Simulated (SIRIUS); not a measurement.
A run of SIRIUS 7.12.0 is set up as follows.

File sirius.json:

```json
{
  "control": {
    "processing_unit": "cpu",
    "verbosity": 1,
    "num_bands_to_print": 15,
    "print_forces": false,
    "print_stress": true
  },
  "parameters": {
    "electronic_structure_method": "pseudopotential",
    "xc_functionals": ["XC_GGA_XC_XLYP"],
    "gk_cutoff": 9.2,
    "pw_cutoff": 18.4,
    "ngridk": [5, 5, 5],
    "shiftk": [0, 0, 0],
    "smearing": "fermi_dirac",
    "smearing_width": 0.0018374661,
    "num_bands": 15,
    "num_mag_dims": 0,
    "num_dft_iter": 100,
    "energy_tol": 1e-08,
    "density_tol": 1e-06
  },
  "iterative_solver": {
    "type": "davidson",
    "min_tolerance": 1e-10
  },
  "mixer": {
    "type": "anderson",
    "beta": 0.7,
    "max_history": 8
  },
  "settings": {
    "tol_ne": 1e-10,
    "pseudo_grid_cutoff": 6.5
  },
  "unit_cell": {
    "lattice_vectors": [
      [0.0, 4.916405972133, 4.916405972133],
      [4.916405972133, 0.0, 4.916405972133],
      [4.916405972133, 4.916405972133, 0.0]
    ],
    "atom_coordinate_units": "lattice",
    "atom_types": ["S", "Mg"],
    "atom_files": {
      "Mg": "Mg.json",
      "S": "S.json"
    },
    "atoms": {
      "S": [
        [0.5, 0.5, 0.5]
      ],
      "Mg": [
        [0.0, 0.0, 0.0]
      ]
    }
  }
}
```

Potentials or basis: PseudoDojo 0.4.1 PBE standard (scalar relativistic).

Launch:

```bash
$ upf_to_json Mg.upf
$ upf_to_json S.upf
$ OMP_NUM_THREADS=1 sirius.scf --input=sirius.json --output=out.json --task=3 --volume_scale0=0.94 --volume_scale1=1.06 --num_eos_points=7
```

Task: Predict the equilibrium volume.

Result: 18.69 Å³/atom (rough: see the caveat).

Task: Estimate the bulk modulus.

Result: 68 GPa (rough).

Energy against volume, from the lowest point:
| volume (Å³/atom) | energy (meV/atom) |
| --- | --- |
| 16.553 | 63.22 |
| 16.905 | 42.56 |
| 17.257 | 26.47 |
| 17.609 | 14.55 |
| 17.962 | 6.38 |
| 18.314 | 1.64 |
| 18.666 | 0.00 |

Caveat: the k mesh is coarse (spacing up to 0.42 Å⁻¹), so the values aren't converged; the minimum lies outside the volumes run; the potentials were made for another functional, which shifts forces and pressure.
